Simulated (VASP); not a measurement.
## A VASP 6.6.1 single-point calculation on CaF2

INCAR

```
ISMEAR = 0
NELM = 94
NBANDS = 19
EDIFF = 1E-7
ALGO = Normal
NSW = 0
LASPH = .TRUE.
GGA = RP
ENCUT = 520
LWAVE = .FALSE.
PREC = Accurate
SIGMA = 0.05
LCHARG = .FALSE.
LREAL = .FALSE.
IBRION = -1
ISIF = 2
```

KPOINTS

```
KPOINTS created by Atomic Simulation Environment
0
Monkhorst-Pack
8 8 8
0 0 0
```

POSCAR

```
Ca F
 1.0000000000000000
     0.0000000000000000    2.6108092543999999    2.6108092543999999
     2.6108092543999999    0.0000000000000000    2.6108092543999999
     2.6108092543999999    2.6108092543999999    0.0000000000000000
 Ca  F
   1   2
Cartesian
  0.0000000000000000  0.0000000000000000  0.0000000000000000
  1.3054046271999999  1.3054046271999999  1.3054046271999999
  3.9162138816000005  3.9162138816000005  3.9162138816000005
```

The recommended PBE PAW datasets give the neutral cell 24 valence electrons.

Command

```
mpirun -np 1 vasp_std
```

OSZICAR

```
N       E                     dE             d eps       ncg     rms          rms(c)
DAV:   1     0.218589718660E+03    0.21859E+03   -0.13820E+04  2280   0.131E+03
DAV:   2    -0.619321984004E+01   -0.22478E+03   -0.21814E+03  2663   0.361E+02
DAV:   3    -0.168937280416E+02   -0.10701E+02   -0.10658E+02  2596   0.831E+01
DAV:   4    -0.172666174405E+02   -0.37289E+00   -0.37209E+00  3586   0.120E+01
DAV:   5    -0.172690176496E+02   -0.24002E-02   -0.24001E-02  2529   0.112E+00    0.815E+00
DAV:   6    -0.159180528232E+02    0.13510E+01   -0.51424E+00  2433   0.166E+01    0.286E+00
DAV:   7    -0.159397825468E+02   -0.21730E-01   -0.13882E-01  2622   0.363E+00    0.170E+00
DAV:   8    -0.159872748741E+02   -0.47492E-01   -0.60835E-02  2389   0.250E+00    0.242E-01
DAV:   9    -0.159906481416E+02   -0.33733E-02   -0.97327E-03  2612   0.834E-01    0.140E-01
DAV:  10    -0.159918468073E+02   -0.11987E-02   -0.20976E-03  2369   0.370E-01    0.272E-02
DAV:  11    -0.159919942718E+02   -0.14746E-03   -0.29799E-04  2504   0.125E-01    0.886E-03
DAV:  12    -0.159920040285E+02   -0.97567E-05   -0.12446E-05  2859   0.360E-02    0.296E-03
DAV:  13    -0.159920064967E+02   -0.24682E-05   -0.61417E-06  2391   0.185E-02    0.154E-03
DAV:  14    -0.159920065312E+02   -0.34466E-07   -0.25051E-07  2503   0.379E-03
   1 F= -.15992007E+02 E0= -.15992007E+02  d E =-.242969E-16
```

From OUTCAR

```
k-points           NKPTS =     60   k-points in BZ     NKDIM =     60   number of bands    NBANDS=     19

   NELECT =      24.0000    total number of electrons

   dimension x,y,z NGX =    28 NGY =   28 NGZ =   28
   dimension x,y,z NGXF=    56 NGYF=   56 NGZF=   56

  energy-cutoff  :      520.00
  volume of cell :       35.59
      direct lattice vectors                 reciprocal lattice vectors
     0.000000000  2.610809254  2.610809254    -0.191511501  0.191511501  0.191511501
     2.610809254  0.000000000  2.610809254     0.191511501 -0.191511501  0.191511501
     2.610809254  2.610809254  0.000000000     0.191511501  0.191511501 -0.191511501

 k-points in reciprocal lattice and weights: KPOINTS created by Atomic Simulation Env
   0.06250000  0.06250000  0.06250000       0.004
   0.18750000  0.06250000  0.06250000       0.012
   0.31250000  0.06250000  0.06250000       0.012
   0.43750000  0.06250000  0.06250000       0.012
  -0.43750000  0.06250000  0.06250000       0.012
  -0.31250000  0.06250000  0.06250000       0.012
  -0.18750000  0.06250000  0.06250000       0.012
  -0.06250000  0.06250000  0.06250000       0.012
   ...

 E-fermi :   0.2531

 k-point     1 :       0.0625    0.0625    0.0625
  band No.  band energies     occupation
      1     -35.5562      2.00000
      2     -20.3941      2.00000
      3     -19.4220      2.00000
      4     -16.4258      2.00000
      5     -16.4258      2.00000
      6     -16.4013      2.00000
      7      -2.5094      2.00000
      8      -2.5094      2.00000
      9      -2.4863      2.00000
     10      -0.3122      2.00000
     11      -0.2799      2.00000
     12      -0.2799      2.00000
     13       8.5876      0.00000
     14       9.7745      0.00000
     15       9.7745      0.00000
     16      12.3004      0.00000
     17      12.3360      0.00000
     18      12.3360      0.00000
     19      18.2553      0.00000

 k-point     2 :       0.1875    0.0625    0.0625
  band No.  band energies     occupation
      1     -35.5434      2.00000
      2     -20.4601      2.00000
      3     -19.4956      2.00000
      4     -16.4417      2.00000
      5     -16.4342      2.00000
      6     -16.2937      2.00000
      7      -2.4421      2.00000
      8      -2.3707      2.00000
      9      -2.2385      2.00000
     10      -0.6196      2.00000
     11      -0.4502      2.00000
     12      -0.2681      2.00000
     13       9.1099      0.00000
     14       9.8084      0.00000
     15       9.8686      0.00000
     16      12.0785      0.00000
     17      12.2537      0.00000
     18      12.2744      0.00000
     19      17.5889      0.00000

 k-point     3 :       0.3125    0.0625    0.0625
  band No.  band energies     occupation
      1     -35.5184      2.00000
      2     -20.5459      2.00000
      3     -19.6870      2.00000
      4     -16.4593      2.00000
      5     -16.4557      2.00000
      6     -16.0776      2.00000
      7      -2.2495      2.00000
      8      -2.1039      2.00000
      9      -1.7924      2.00000
     10      -1.0619      2.00000
     11      -0.7058      2.00000
     12      -0.4258      2.00000
     13       9.7956      0.00000
     14       9.9161      0.00000
     15      10.1508      0.00000
     16      11.8232      0.00000
     17      12.1373      0.00000
     18      12.1839      0.00000
     19      16.4351      0.00000

 ...

  Total        5.2906178      5.2906178      5.2906178      0.0000000      0.0000000      0.0000000
  in kB      238.1560103    238.1560103    238.1560103      0.0000000      0.0000000      0.0000000
  external PRESSURE =     238.1560103 kB  Pullay stress =       0.0000000 kB

 POSITION                                       TOTAL-FORCE (eV/Angst)
 -----------------------------------------------------------------------------------
      0.00000      0.00000      0.00000         0.000000     -0.000000      0.000000
      1.30540      1.30540      1.30540        -0.000000     -0.000000     -0.000000
      3.91621      3.91621      3.91621         0.000000      0.000000      0.000000
 -----------------------------------------------------------------------------------
    total drift:                                0.000000      0.000000      0.000000

  FREE ENERGIE OF THE ION-ELECTRON SYSTEM (eV)
  ---------------------------------------------------
  free  energy   TOTEN  =       -15.9920065312 eV

  energy  without entropy=      -15.9920065312  energy(sigma->0) =      -15.99200653
```

It converged. Results: gap between bands v and c on the k mesh 8.61 eV; least direct gap on the k mesh 8.75 eV; pressure 23.8 GPa. Band v is the last that the valence electrons fill when counted band by band, and c is the next.

The shifted mesh misses Γ, so a band edge there is missed.

For comparison, a separate r²SCAN run of the intended cell, on usual settings and not on those above, gives a gap of 8.78 eV on its mesh and a pressure of 15.7 GPa.

The run above took about 17 s on one core of a shared host (Intel Xeon 6975P-C) and held 0.18 GiB at most.
